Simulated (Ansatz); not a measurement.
Born–Oppenheimer molecular dynamics of a periodic cell of 25 atoms, TiAl$_{24}$ (surface Al(111), adsorbate Ti). It goes on from the last frame of an earlier run, with new velocities.

Method: Ansatz, DFT PBE-D3(BJ), scalar-relativistic, plane waves, PAW. Settings: accuracy low, cutoff 420 eV, k mesh 2x2x1, fermi-dirac smearing 0.05 eV, no spin polarisation.

* ensemble: NVE (velocity Verlet)
* time step: 2 fs
* steps asked: 100
* starting velocities drawn for: 1400 K
* atoms held: 1 to 6
* seed: 529229

First frame:

```xyz
25
Lattice="5.7276 0.0000 0.0000 4.2957 7.4403 0.0000 0.0000 0.0000 18.0148" Properties=species:S:1:pos:R:3
Al 0.000 0.000 1.000
Al 2.864 0.000 1.000
Al 1.432 2.480 1.000
Al 4.296 2.480 1.000
Al 2.864 4.960 1.000
Al 5.728 4.960 1.000
Al 1.332 0.854 3.374
Al 4.116 0.794 3.749
Al 2.803 3.213 3.266
Al 5.750 3.234 3.306
Al 4.382 5.807 3.337
Al 7.280 5.760 3.240
Al 0.176 1.600 5.869
Al 3.165 1.524 6.458
Al 1.401 4.129 5.450
Al 4.191 3.816 5.364
Al 3.181 6.432 5.858
Al 6.236 6.729 5.485
Al -0.304 -0.106 8.715
Al 2.624 -0.709 8.377
Al 1.480 2.926 8.077
Al 4.618 2.517 8.645
Al 2.935 4.769 9.344
Al 5.136 5.098 7.260
Ti 5.725 4.707 9.695
```

Question: What does the run give?

Answer: All steps were run.

```yaml
steps_done: 100
time_covered: 200 fs
mean_temperature_over_the_second_half: 706 K
spread_of_the_potential_energy_over_the_second_half: 5.2 meV per atom
mean_potential_energy_of_the_second_half_above_the_start: 68.2 meV per atom
```

The conserved energy stayed within 0.15 meV per atom of its start (net change 0.1 meV per atom), so the integration is sound. The temperature averaged 0.50 of the 1400 K drawn at the start: a run that starts near a minimum puts about half its kinetic energy into the potential. A run of 0.2 ps of so small a system gives no equilibrium averages. Limits of this set-up: coarse k mesh, thin slab, slab without dipole correction, low accuracy level.

Question: What happens to the structure?

Answer: Mean squared displacements from the first frame to the last: Al 0.58 Å², Ti 0.67 Å². The details hang on the random start.

Question: How do temperature and energy run in time?

Answer: 
| time (fs) | T (K) | potential energy less start (eV) | conserved less start (meV/atom) |
| --- | --- | --- | --- |
| 0.0 | 1400 | 0.000 | 0.00 |
| 10.0 | 1238 | 0.400 | 0.04 |
| 20.0 | 904 | 1.222 | 0.12 |
| 30.0 | 695 | 1.735 | 0.15 |
| 40.0 | 716 | 1.682 | 0.10 |
| 50.0 | 788 | 1.505 | 0.06 |
| 60.0 | 759 | 1.577 | 0.07 |
| 70.0 | 675 | 1.784 | 0.11 |
| 80.0 | 651 | 1.842 | 0.11 |
| 90.0 | 713 | 1.690 | 0.10 |
| 100.0 | 790 | 1.501 | 0.07 |
| 110.0 | 784 | 1.514 | 0.07 |
| 120.0 | 698 | 1.728 | 0.11 |
| 130.0 | 676 | 1.781 | 0.11 |
| 140.0 | 742 | 1.617 | 0.07 |
| 150.0 | 765 | 1.561 | 0.07 |
| 160.0 | 718 | 1.677 | 0.09 |
| 170.0 | 671 | 1.792 | 0.10 |
| 180.0 | 649 | 1.846 | 0.09 |
| 190.0 | 637 | 1.876 | 0.10 |
| 200.0 | 646 | 1.854 | 0.10 |

Run time: 8.4 min on 1 thread of Intel(R) Xeon(R) 6975P-C (Granite Rapids) (shared host), peak memory 1 GiB.
